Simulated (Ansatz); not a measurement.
The system is CuO.

```
Cu O
1.0
     2.34465   -1.71340    0.00000
     2.34465    1.71340    0.00000
    -0.86055    0.00000    5.05944
Cu O
2 2
Direct
  0.00320 0.49680 0.00000
  0.49680 0.00320 0.50000
  0.57140 0.40560 0.25370
  0.40560 0.57140 0.75370
```

- Program: Ansatz 0.2.0
- Task: relaxation of cell and atoms
- Functional: PBE
- Potentials or basis: all-electron LAPW, scalar-relativistic
- Basis error allowed: 0.002 eV/atom
- k mesh: 8 × 8 × 4
- Occupations: fermi-dirac, width 0.05 eV
- Spin: no spin polarisation

At the start: volume 10.16 Å³/atom.

Problem. How do energy, volume and symmetry change on relaxing?

Solution. Over 11 steps the energy falls by 65.0 meV/atom and the volume is 11.19 Å³/atom (+10.1 %); space group P4_2/mmc (No. 131, to 0.05 Å).

The path:
| step | energy change (eV) | largest force (eV/Å) | volume (Å³) |
| --- | --- | --- | --- |
| 1 | 0.0000 | 0.7584 | 40.65 |
| 2 | -0.0765 | 0.5804 | 41.96 |
| 3 | -0.1515 | 0.3312 | 42.57 |
| 4 | -0.2207 | 0.0648 | 44.27 |
| 5 | -0.2415 | 0.1670 | 45.00 |
| 6 | -0.2533 | 0.0025 | 44.72 |
| 7 | -0.2533 | 0.0001 | 44.76 |
| 8 | -0.2596 | 0.0001 | 44.76 |
| 9 | -0.2601 | 0.0002 | 44.77 |
| 10 | -0.2601 | 0.0000 | 44.78 |
| 11 | -0.2602 | 0.0000 | 44.78 |

Final structure:
```yaml
crystal:
  lattice:
    - [2.08006, -2.08164, 0.16494]
    - [2.08006, 2.08164, 0.16494]
    - [-0.40752, 0.00000, 5.13823]
  atoms:
    - { symbol: Cu, position: [0.99425, 0.49425, 0.00185] }
    - { symbol: Cu, position: [0.49425, 0.99425, 0.50185] }
    - { symbol: O, position: [0.49426, 0.49425, 0.25185] }
    - { symbol: O, position: [0.49425, 0.49426, 0.75185] }
```

Caveat: the k mesh is thin for a metal, which can move the energy by tens of meV per atom; the run has no spin polarisation, though such a crystal can be magnetic.
